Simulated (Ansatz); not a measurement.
**CuAu under changes of volume**

One of the cells (15.351 Å³/atom); the others are scaled copies at fixed shape and fractional positions:

```xyz
2
Lattice="1.4431 0.8331 4.2562 -1.4431 0.8331 4.2562 0.0000 -1.6663 4.2562" Properties=species:S:1:pos:R:3 pbc="T T T"
Au    0.0000    0.0000    0.0000
Cu    0.0000    0.0000    6.3843
```

The cell comes from a database or a generator and needn't be the stable form of this composition.

```yaml
Program: Ansatz 0.2.0
Functional: PBE
Potentials_or_basis: Ansatz PAW
Cutoff: "420 eV (not typed: the program's choice for these potentials)"
k_mesh: 11 × 11 × 11
Occupations: fermi-dirac, width 0.05 eV
Spin: no spin polarisation
```

| volume (Å³/atom) | energy over the lowest point (meV/atom) | pressure (GPa) |
| --- | --- | --- |
| 14.430 | 24.50 | 9.5 |
| 14.737 | 9.93 | 5.8 |
| 15.044 | 2.03 | 2.5 |
| 15.351 | 0.00 | -0.3 |
| 15.658 | 3.11 | -2.9 |
| 15.965 | 10.74 | -5.1 |
| 16.272 | ? | ? |

Question: What does the run at 16.272 Å³/atom give?

Answer: Energy over the lowest point 22.33 meV/atom; pressure -7.0 GPa.

Worked out: A Birch-Murnaghan fit of order 3 (a polynomial in V^(-2/3)) to the other rows has its minimum at 15.31 Å³/atom with B0 = V·E''(V) = 136 GPa and B' = 5.5 at fixed shape and positions, which overstates the stiffness. It gives 22.33 meV/atom at 16.272 Å³/atom, against the run's 22.33, and -dE/dV = -7.0 GPa, against -7.0.

Energies are extrapolated to zero smearing.
